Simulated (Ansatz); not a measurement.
**Contact densities of Na against volume**

```
Na
1.0
     3.76700    0.00000    0.00000
    -1.88350    3.26232    0.00000
     0.00000    0.00000    6.15400
Na
2
Direct
  0.33333 0.66667 0.25000
  0.66667 0.33333 0.75000
```

Atoms are numbered in the order listed.

Structure: COD 9011000, as refined from experiment and not relaxed.

Computed with DFT, PBE, all-electron PAW with datasets made for the crystal, scalar-relativistic in Ansatz 0.2.0.

Numerical set-up: a Γ-centred 11×11×6 k mesh, Fermi–Dirac smearing of 0.05 eV, cutoff 160 eV (chosen by the program for this cell), no spin polarisation.

The contact density is the mean electron density over the nuclear volume; its changes follow the s electrons' response to bonding and compression. Changes below are taken from the unscaled cell, where it is 5909.61 e/Å³ at Na1.

```csv
V/V(cell),P (GPa),Δρ(0) Na1 (e/Å³)
0.9500,0.3,?
1.0000,-0.1,0.00
1.0500,-0.5,?
```

(1) What belongs in the row "0.9500", column "Δρ(0) Na1 (e/Å³)"?

(2) Fill in "Δρ(0) Na1 (e/Å³)" for the row "1.0500".

The datasets are made afresh for each cell, so very small changes are uncertain.

## Answers

(1) 0.12.

(2) -0.10.
